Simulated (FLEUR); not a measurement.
# ZrS2 (P-3m1) in FLEUR: a series of runs

The runs below take ZrS2 through band structure, equation of state, with RPBE.

All numbers are computed with FLEUR MaX-R8.1 (later development tree); they aren't measurements. Logs are shortened: lines on timing, memory, paths and dates and some standing lists are left out, and cuts for length are marked.

**Measured values to compare with.**

“Stress-Tuned Optical Transitions in Layered 1T-MX2 (M= Hf, Zr, Sn; X= S, Se) Crystals”, 2022, arxiv:2210.12074 quotes, for a bulk crystal of ZrS2: band gap 1.68 eV (indirect).

How close the calculation comes is told below.

## (1) Starting point

The structure is trigonal, space group P-3m1 (No. 164). The conventional cell has a = 3.691 Å, b = 3.691 Å, c = 6.041 Å, α = 90.00°, β = 90.00°, γ = 120.00°. Zr (site symmetry -3m) has 6 S at 2.57 Å as nearest neighbours. Around S (site symmetry 3m) lie 3 Zr at 2.57 Å.

The cell is a database's computed one.

## (2) Band structure, RPBE

The input, inp.xml:

```xml
<?xml version="1.0" encoding="UTF-8" standalone="no"?>
<fleurInput fleurInputVersion="0.39">
   <comment>
      ZrS2                                                                                                
   </comment>
   <calculationSetup>
      <cutoffs Kmax="5.08" Gmax="15.7" GmaxXC="15.7" numbands="0"/>
      <scfLoop itmax="60" minDistance="0.00001" maxIterBroyd="15" imix="Anderson" alpha="0.05" precondParam="0.0" spinf="2.0" sdNocoIR="T"/>
      <coreElectrons ctail="T" frcor="F" kcrel="0" coretail_lmax="0"/>
      <xcFunctional name="Rpbe" relativisticCorrections="F"/>
      <magnetism jspins="1"/>
      <soc l_soc="F" theta="0.0" phi="0.0" spav="F"/>
      <expertModes spex="0" secvar="F"/>
      <geometryOptimization l_f="F" forcealpha="1.0" forcemix="BFGS" epsdisp="0.00001" epsforce="0.00001"/>
      <ldaU l_linMix="F" mixParam="0.05" spinf="1.0"/>
   </calculationSetup>
   <cell>
      <bzIntegration valenceElectrons="24.0" mode="hist" fermiSmearingEnergy="0.00183747">
         <kPointListSelection listName="default-1"/>
         <!-- k-points included here -->
         <xi:include xmlns:xi="http://www.w3.org/2001/XInclude" href="kpts.xml"> </xi:include>
      </bzIntegration>
      <!-- symmetry operations included here -->
      <xi:include xmlns:xi="http://www.w3.org/2001/XInclude" href="sym.xml"> </xi:include>
      <bulkLattice scale="1.0">
         <bravaisMatrix>
[... 32 lines left out ...]
         <energyParameters s="3" p="3" d="3" f="4"/>
         <lo type="SCLO" l="0" n="3" eDeriv="2"/>
         <lo type="SCLO" l="1" n="3" eDeriv="2"/>
         <lo type="SCLO" l="2" n="3" eDeriv="2"/>
         <lo type="SCLO" l="3" n="4" eDeriv="2"/>
      </species>
   </atomSpecies>
   <atomGroups>
      <atomGroup species="Zirconium (Zr)">
         <relPos label="                   1">.0000000000 .0000000000 .0000000000</relPos>
         <force calculate="T" relaxXYZ="TTT"/>
      </atomGroup>
      <atomGroup species="Sulfur (S)">
         <relPos label="                   2">1.000/3.000 -1.000/3.000 .2379099700</relPos>
         <relPos label="                   3">-1.000/3.000 1.000/3.000 -.2379099700</relPos>
         <force calculate="T" relaxXYZ="TTT"/>
      </atomGroup>
   </atomGroups>
   <output dos="F" band="F" slice="F">
      <checks vchk="F" cdinf="F"/>
      <bandDOS minEnergy="-.5*Htr" maxEnergy="0.5*Htr" sigma="0.015" storeEVData="T"/>
      <vacuumDOS vacdos="F" integ="F" star="F" nstars="0" locx1="0.0" locy1="0.0" locx2="0.0" locy2="0.0" nstm="0" tworkf="0.0"/>
      <unfoldingBand unfoldBand="F" supercellX="1" supercellY="1" supercellZ="1"/>
      <plotting iplot="0" polar="F">
         <plot TwoD="T" vec1="  1.0  0.0  0.0" vec2="  0.0  1.0  0.0" vec3="  0.0  0.0  1.0" zero="  0.0  0.0  0.0" file="plot"/>
      </plotting>
      <chargeDensitySlicing numkpt="0" minEigenval="0.0" maxEigenval="0.0" nnne="0" pallst="F"/>
      <specialOutput eonly="F"/>
      <moessbauerParams electricFieldGradient="T" isomerShift="T" coreHyperfine="T" valenceHyperfine="T"/>
      <magneticCircularDichroism mcd="F" energyLo="-10.0" energyUp="0.0"/>
   </output>
  <!-- We include the file relax.xml here to enable relaxations (see documentation) -->
  <xi:include xmlns:xi="http://www.w3.org/2001/XInclude" href="relax.xml"> <xi:fallback/> </xi:include>
</fleurInput>
```

The input, crystal.txt:

```
ZrS2
&input cartesian=F /
3.6913825498  0.0000000000  0.0000000000
-1.8456912749  3.1968310632  0.0000000000
0.0000000000  0.0000000000  6.0410770100
1.8897261246
1.0 1.0 1.0

3
40 0.0000000000  0.0000000000  0.0000000000
16 0.3333333333  0.6666666667  0.2379099700
16 0.6666666667  0.3333333333  0.7620900300

&kpt div1=8 div2=8 div3=5 gamma=T /
```

The input, inp.xml (bands):

```
<?xml version="1.0" encoding="UTF-8" standalone="no"?>
<fleurInput fleurInputVersion="0.39">
   <comment>
      ZrS2                                                                                                
   </comment>
   <calculationSetup>
      <cutoffs Kmax="5.08" Gmax="15.7" GmaxXC="15.7" numbands="0"/>
      <scfLoop itmax="60" minDistance="0.00001" maxIterBroyd="15" imix="Anderson" alpha="0.05" precondParam="0.0" spinf="2.0" sdNocoIR="T"/>
      <coreElectrons ctail="T" frcor="F" kcrel="0" coretail_lmax="0"/>
      <xcFunctional name="Rpbe" relativisticCorrections="F"/>
      <magnetism jspins="1"/>
      <soc l_soc="F" theta="0.0" phi="0.0" spav="F"/>
      <expertModes spex="0" secvar="F"/>
      <geometryOptimization l_f="F" forcealpha="1.0" forcemix="BFGS" epsdisp="0.00001" epsforce="0.00001"/>
      <ldaU l_linMix="F" mixParam="0.05" spinf="1.0"/>
   </calculationSetup>
   <cell>
      <bzIntegration valenceElectrons="24.0" mode="hist" fermiSmearingEnergy="0.00183747">
         <kPointListSelection listName="path-1"/>
         <!-- k-points included here -->
         <xi:include xmlns:xi="http://www.w3.org/2001/XInclude" href="kpts.xml"> </xi:include>
      </bzIntegration>
      <!-- symmetry operations included here -->
      <xi:include xmlns:xi="http://www.w3.org/2001/XInclude" href="sym.xml"> </xi:include>
      <bulkLattice scale="1.0">
         <bravaisMatrix>
[... 31 lines left out ...]
         </electronConfig>
         <energyParameters s="3" p="3" d="3" f="4"/>
         <lo type="SCLO" l="0" n="3" eDeriv="2"/>
         <lo type="SCLO" l="1" n="3" eDeriv="2"/>
         <lo type="SCLO" l="2" n="3" eDeriv="2"/>
         <lo type="SCLO" l="3" n="4" eDeriv="2"/>
      </species>
   </atomSpecies>
   <atomGroups>
      <atomGroup species="Zirconium (Zr)">
         <relPos label="                   1">.0000000000 .0000000000 .0000000000</relPos>
         <force calculate="T" relaxXYZ="TTT"/>
      </atomGroup>
      <atomGroup species="Sulfur (S)">
         <relPos label="                   2">1.000/3.000 -1.000/3.000 .2379099700</relPos>
         <relPos label="                   3">-1.000/3.000 1.000/3.000 -.2379099700</relPos>
         <force calculate="T" relaxXYZ="TTT"/>
      </atomGroup>
   </atomGroups>
   <output dos="F" band="T" slice="F">
      <checks vchk="F" cdinf="F"/>
      <bandDOS minEnergy="-.5*Htr" maxEnergy="0.5*Htr" sigma="0.015" storeEVData="T"/>
      <vacuumDOS vacdos="F" integ="F" star="F" nstars="0" locx1="0.0" locy1="0.0" locx2="0.0" locy2="0.0" nstm="0" tworkf="0.0"/>
      <unfoldingBand unfoldBand="F" supercellX="1" supercellY="1" supercellZ="1"/>
      <plotting iplot="0" polar="F">
         <plot TwoD="T" vec1="  1.0  0.0  0.0" vec2="  0.0  1.0  0.0" vec3="  0.0  0.0  1.0" zero="  0.0  0.0  0.0" file="plot"/>
      </plotting>
      <chargeDensitySlicing numkpt="0" minEigenval="0.0" maxEigenval="0.0" nnne="0" pallst="F"/>
      <specialOutput eonly="F"/>
      <moessbauerParams electricFieldGradient="T" isomerShift="T" coreHyperfine="T" valenceHyperfine="T"/>
      <magneticCircularDichroism mcd="F" energyLo="-10.0" energyUp="0.0"/>
   </output>
  <!-- We include the file relax.xml here to enable relaxations (see documentation) -->
  <xi:include xmlns:xi="http://www.w3.org/2001/XInclude" href="relax.xml"> <xi:fallback/> </xi:include>
</fleurInput>
```

Potentials or basis: all-electron, FLAPW.

Started as:

```bash
$ inpgen -f crystal.txt -profile fastHighL
$ # inp.xml edited to the form shown
$ fleur_MPI
$ fleur_MPI   # second run, on inp.xml (bands)
```

Standard output:

```text
Welcome to FLEUR        (www.flapw.de)
      MaX-Release 8.1          (www.max-centre.eu)

 ========== k-point set info ==========
 Selected k-point list: default-1
 k-point list type: mesh
 8 x 8 x 5
 Number of k points: 40

 ------------Calculation Setup---------------------------
 Number of MPI-tasks      :            1
 Number of PE/node        :            1
 Number of OMP-threads    :            1
 Most efficient MPI parallelization for:
           1           2           4           5           8          10          20          40
 Additional eigenvalue parallelization possible
 Number of basis functions:         1204
 Approximate size of matrices (H+S) per k-point:         0.022 GB
 --------------------------------------------------------
 Iteration:     1   Distance:       9.28631309 me/bohr^3
 Iteration:     2   Distance:       8.32306369 me/bohr^3
 Iteration:     3   Distance:       3.83346827 me/bohr^3
 Iteration:     4   Distance:       3.83725358 me/bohr^3
 Iteration:     5   Distance:       2.08622465 me/bohr^3
 Iteration:     6   Distance:       0.95102750 me/bohr^3
 Iteration:     7   Distance:       0.75952920 me/bohr^3
 Iteration:     8   Distance:       0.07428284 me/bohr^3
 Iteration:     9   Distance:       0.06863480 me/bohr^3
 Iteration:    10   Distance:       0.01754064 me/bohr^3
 Iteration:    11   Distance:       0.02297221 me/bohr^3
 Iteration:    12   Distance:       0.00260621 me/bohr^3
 Iteration:    13   Distance:       0.00117247 me/bohr^3
 Iteration:    14   Distance:       0.00054280 me/bohr^3
 Iteration:    15   Distance:       0.00013480 me/bohr^3
 Iteration:    16   Distance:       0.00011177 me/bohr^3
 Iteration:    17   Distance:       0.00006109 me/bohr^3
 Iteration:    18   Distance:       0.00002021 me/bohr^3
 Iteration:    19   Distance:       0.00000813 me/bohr^3

 ********************************************************************
 Run finished successfully
 Stop message:
   all done
 ********************************************************************
```

Wall time 4.3 min (1 thread of Intel Xeon 6975P-C (Granite Rapids), shared host); peak memory 0.11 GiB.

What came out:

```yaml
Free_energy: -119683.4833 eV
Band_gap_on_the_k_mesh: 1.23 eV, indirect (least direct gap 1.79 eV)
Band_gap_along_the_path: 1.21 eV, indirect (least direct gap 1.79 eV)
Valence_electrons_inside_the_program's_atomic_spheres: Zr 9.76; S 3.72 (radii Zr 2.57, S 1.93 bohr)
```

Levels at the corners of the path, in eV from the valence-band top:
| point | band 9 | band 10 | band 11 | band 12 | band 13 | band 14 | band 15 | band 16 |
| --- | --- | --- | --- | --- | --- | --- | --- | --- |
| Γ | -2.76 | -0.11 | -0.11 | -0.04 | 1.75 | 1.75 | 2.62 | 5.05 |
| M | -2.44 | -2.28 | -1.59 | -1.16 | 1.36 | 3.40 | 3.66 | 5.71 |
| K | -3.19 | -1.93 | -1.93 | -1.39 | 2.38 | 3.32 | 3.32 | 5.11 |
| Γ | -2.76 | -0.11 | -0.11 | -0.04 | 1.75 | 1.75 | 2.62 | 5.05 |
| A | -2.73 | -1.45 | -0.20 | -0.20 | 1.72 | 1.72 | 2.92 | 5.32 |
| L | -2.54 | -2.15 | -0.98 | -0.79 | 1.21 | 3.39 | 3.66 | 5.36 |
| H | -2.97 | -1.78 | -1.73 | -1.73 | 2.47 | 3.10 | 3.10 | 5.57 |
| A | -2.73 | -1.45 | -0.20 | -0.20 | 1.72 | 1.72 | 2.92 | 5.32 |
| L | -2.54 | -2.15 | -0.98 | -0.79 | 1.21 | 3.39 | 3.66 | 5.36 |
| M | -2.44 | -2.28 | -1.59 | -1.16 | 1.36 | 3.40 | 3.66 | 5.71 |
| K | -3.19 | -1.93 | -1.93 | -1.39 | 2.38 | 3.32 | 3.32 | 5.11 |
| H | -2.97 | -1.78 | -1.73 | -1.73 | 2.47 | 3.10 | 3.10 | 5.57 |

Core levels (eV from the Fermi level):
| atom | levels |
| --- | --- |
| 1 Zr | 1s1/2 -17812.6, 2s1/2 -2462.6, 2p1/2 -2252.8, 2p3/2 -2167.0, 3s1/2 -399.2, 3p1/2 -321.1, 3p3/2 -307.5, 3d3/2 -170.3, 3d5/2 -167.8 |
| 2 S | 1s1/2 -2398.0, 2s1/2 -204.0, 2p1/2 -149.2, 2p3/2 -147.9 |
| 3 S | 1s1/2 -2398.0, 2s1/2 -204.0, 2p1/2 -149.2, 2p3/2 -147.9 |

Caveat: this functional lacks dispersion, which binds the layers, so the pressure and a relaxed spacing across them are unreliable.

## (3) Equation of state, RPBE, 22.34 Å³/atom (volume scaled by 0.94)

Changes to inp.xml since step 2:

```diff
@@ -6,3 +6,3 @@
    <calculationSetup>
-      <cutoffs Kmax="5.08" Gmax="15.7" GmaxXC="15.7" numbands="0"/>
+      <cutoffs Kmax="5.24" Gmax="16.2" GmaxXC="16.2" numbands="0"/>
       <scfLoop itmax="60" minDistance="0.00001" maxIterBroyd="15" imix="Anderson" alpha="0.05" precondParam="0.0" spinf="2.0" sdNocoIR="T"/>
@@ -24,3 +24,3 @@
       <xi:include xmlns:xi="http://www.w3.org/2001/XInclude" href="sym.xml"> </xi:include>
-      <bulkLattice scale="1.0">
+      <bulkLattice scale="0.9795861087">
          <bravaisMatrix>
@@ -34,3 +34,3 @@
       <species name="Zirconium (Zr)" element="Zr" atomicNumber="40">
-         <mtSphere radius="2.57" gridPoints="849" logIncrement="0.015"/>
+         <mtSphere radius="2.49" gridPoints="849" logIncrement="0.015"/>
          <atomicCutoffs lmax="10" lnonsphr="8"/>
@@ -50,3 +50,3 @@
       <species name="Sulfur (S)" element="S" atomicNumber="16">
-         <mtSphere radius="1.93" gridPoints="639" logIncrement="0.018"/>
+         <mtSphere radius="1.87" gridPoints="639" logIncrement="0.018"/>
          <atomicCutoffs lmax="8" lnonsphr="6"/>
```

Potentials or basis: all-electron, FLAPW.

Started as:

```bash
$ inpgen -f crystal.txt -profile fastHighL
$ # inp.xml edited to the form shown
$ fleur_MPI
```

It took 4.3 min on 1 thread of Intel Xeon 6975P-C (Granite Rapids), shared host; peak memory 0.11 GiB.

The run converged. Its results:

| Quantity | Value |
| --- | --- |
| Free energy | -119683.3318 eV |
| Band gap on the k mesh | 1.19 eV, indirect (least direct gap 1.82 eV) |
| Valence electrons inside the program's atomic spheres | Zr 9.66; S 3.54 (radii Zr 2.49, S 1.87 bohr) |

Caveat: an odd mesh through Γ misses points on the zone boundary, where band edges often lie; this functional lacks dispersion, which binds the layers, so the pressure and a relaxed spacing across them are unreliable.

## (4) Equation of state, RPBE, 22.81 Å³/atom (volume scaled by 0.96)

Changes to inp.xml since step 3:

```diff
@@ -24,3 +24,3 @@
       <xi:include xmlns:xi="http://www.w3.org/2001/XInclude" href="sym.xml"> </xi:include>
-      <bulkLattice scale="0.9795861087">
+      <bulkLattice scale="0.9864848297">
          <bravaisMatrix>
```

Started as:

```bash
$ inpgen -f crystal.txt -profile fastHighL
$ # inp.xml edited to the form shown
$ fleur_MPI
```

It took 4.6 min on 1 thread of Intel Xeon 6975P-C (Granite Rapids), shared host; peak memory 0.11 GiB.

Results (log left out):

```
Free energy                                           : -119683.4016 eV
Band gap on the k mesh                                : 1.20 eV, indirect (least direct gap 1.81 eV)
Valence electrons inside the program's atomic spheres : Zr 9.63; S 3.52 (radii Zr 2.49, S 1.87 bohr)
```

Caveat: an odd mesh through Γ misses points on the zone boundary, where band edges often lie; this functional lacks dispersion, which binds the layers, so the pressure and a relaxed spacing across them are unreliable.

## (5) Equation of state, RPBE, 23.76 Å³/atom

Changes to inp.xml since step 4:

```diff
@@ -24,3 +24,3 @@
       <xi:include xmlns:xi="http://www.w3.org/2001/XInclude" href="sym.xml"> </xi:include>
-      <bulkLattice scale="0.9864848297">
+      <bulkLattice scale="1.0000000000">
          <bravaisMatrix>
```

Started as:

```bash
$ inpgen -f crystal.txt -profile fastHighL
$ # inp.xml edited to the form shown
$ fleur_MPI
```

Wall time 5 min (1 thread of Intel Xeon 6975P-C (Granite Rapids), shared host); peak memory 0.12 GiB.

The run converged. Its results:

* Free energy: -119683.4830 eV
* Band gap on the k mesh: 1.23 eV, indirect (least direct gap 1.79 eV)
* Valence electrons inside the program's atomic spheres: Zr 9.56; S 3.51 (radii Zr 2.49, S 1.87 bohr)

Caveat: an odd mesh through Γ misses points on the zone boundary, where band edges often lie; this functional lacks dispersion, which binds the layers, so the pressure and a relaxed spacing across them are unreliable.

## (6) Equation of state, RPBE, 24.71 Å³/atom (volume scaled by 1.04)

Changes to inp.xml since step 5:

```diff
@@ -24,3 +24,3 @@
       <xi:include xmlns:xi="http://www.w3.org/2001/XInclude" href="sym.xml"> </xi:include>
-      <bulkLattice scale="1.0000000000">
+      <bulkLattice scale="1.0131594038">
          <bravaisMatrix>
```

Potentials or basis: all-electron, FLAPW.

Started as:

```bash
$ inpgen -f crystal.txt -profile fastHighL
$ # inp.xml edited to the form shown
$ fleur_MPI
```

It took 5.2 min on 1 thread of Intel Xeon 6975P-C (Granite Rapids), shared host; peak memory 0.13 GiB.

Results (log left out):

```
Free energy                                           : -119683.4983 eV
Band gap on the k mesh                                : 1.25 eV, indirect (least direct gap 1.76 eV)
Valence electrons inside the program's atomic spheres : Zr 9.50; S 3.49 (radii Zr 2.49, S 1.87 bohr)
```

Caveat: an odd mesh through Γ misses points on the zone boundary, where band edges often lie; this functional lacks dispersion, which binds the layers, so the pressure and a relaxed spacing across them are unreliable.

## (7) Equation of state, RPBE, 25.19 Å³/atom (volume scaled by 1.06)

Changes to inp.xml since step 6:

```diff
@@ -24,3 +24,3 @@
       <xi:include xmlns:xi="http://www.w3.org/2001/XInclude" href="sym.xml"> </xi:include>
-      <bulkLattice scale="1.0131594038">
+      <bulkLattice scale="1.0196128224">
          <bravaisMatrix>
```

Started as:

```bash
$ inpgen -f crystal.txt -profile fastHighL
$ # inp.xml edited to the form shown
$ fleur_MPI
```

It took 6.2 min on 1 thread of Intel Xeon 6975P-C (Granite Rapids), shared host; peak memory 0.13 GiB.

It converged, with:

* Free energy: -119683.4850 eV
* Band gap on the k mesh: 1.25 eV, indirect (least direct gap 1.75 eV)
* Valence electrons inside the program's atomic spheres: Zr 9.47; S 3.48 (radii Zr 2.49, S 1.87 bohr)

Caveat: an odd mesh through Γ misses points on the zone boundary, where band edges often lie; this functional lacks dispersion, which binds the layers, so the pressure and a relaxed spacing across them are unreliable.

## (8) Equation of state, RPBE

This step only gathers the single runs of the series.

What came out:

* Equilibrium volume: 24.48 Å³/atom
* Bulk modulus at fixed shape and positions: 82 GPa
* Pressure derivative of the bulk modulus: 4.1 (rough: it moves with the points fitted)

Energy against volume, from the lowest point:
```csv
volume (Å³/atom),energy (meV/atom)
22.337,55.53
22.813,32.23
23.763,5.10
24.714,0.00
25.189,4.45
```

Caveat: the cell was scaled at fixed shape and fractional positions, which overstates the stiffness of a crystal with free parameters, most of all of layers and chains; this functional lacks dispersion, which binds the layers, so the pressure and a relaxed spacing across them are unreliable.

## (9) Against experiment

Step 2. A measured gap of ZrS2 is 1.68 eV (indirect; quoted in “Stress-Tuned Optical Transitions in Layered 1T-MX2 (M= Hf, Zr, Sn; X= S, Se) Crystals”, 2022, arxiv:2210.12074); the calculated 1.21 eV misses it by -0.47 eV. Spin-orbit coupling on Zr is left out. The value is that of RPBE, without temperature or zero-point motion. Semilocal functionals fall short of measured gaps as a rule. The cell is a database's relaxed one, not the measured one, which moves gaps too.
